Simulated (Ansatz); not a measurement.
# Mo: frozen-core PAW against all-electron methods

```
Mo
1.0
     0.00000    2.84404    2.84404
     2.84404    0.00000    2.84404
     2.84404    2.84404    0.00000
Mo
2
Direct
  0.00000 0.00000 0.00000
  0.25000 0.25000 0.25000
```

Atoms are numbered in the order listed.

The conventional cell has a = 5.688 Å, b = 5.688 Å, c = 5.688 Å, α = 90.00°, β = 90.00°, γ = 90.00°. Mo (atom 1) is surrounded by 4 Mo at 2.46 Å.

The structure comes from a relaxation in the same program, started in the diamond type, and has space group Fd-3m. Whether it is a known phase or the ground state wasn't checked.

All numbers are computed: DFT, PBE, PAW with Ansatz's default frozen-core files, scalar-relativistic (Ansatz 0.2.0); DFT, PBE, all-electron PAW with datasets made for the crystal, scalar-relativistic (Ansatz 0.2.0); DFT, PBE, all-electron LAPW, scalar-relativistic (Ansatz 0.2.0).

For PAW: a Γ-centred 11×11×11 k mesh, Fermi–Dirac smearing of 0.05 eV, cutoff 420 eV, no spin polarisation. The crystal-made all-electron datasets (AE datasets) take a cutoff of 320 eV at this cell. LAPW targets a basis error of 0.25 meV/atom. The Ansatz runs share mesh, smearing and spin set-up. Plane-wave (PAW) pressures include the program's estimate of the Pulay term.

Stress and pressure are positive in compression.

Levels count from the Fermi level.

| quantity | PAW | AE datasets | LAPW |
| --- | --- | --- | --- |
| pressure (GPa) | -0.01 | -0.01 | -0.01 |
| highest filled level at W (eV) | -0.048 | -0.048 | -0.048 |
| lowest empty level at W (eV) | 0.203 | 0.202 | 0.202 |
| highest filled level at Γ (eV) | -1.339 | -1.339 | -1.339 |
| lowest empty level at Γ (eV) | 1.297 | 1.299 | 1.299 |
| highest filled level at X (eV) | -0.032 | -0.034 | -0.034 |
| lowest empty level at X (eV) | 0.574 | 0.573 | 0.573 |

PAW's pressure differs from the LAPW value by about 0.01 GPa or less. Datasets made for the crystal and LAPW share parts of one code, so their agreement isn't an independent check.
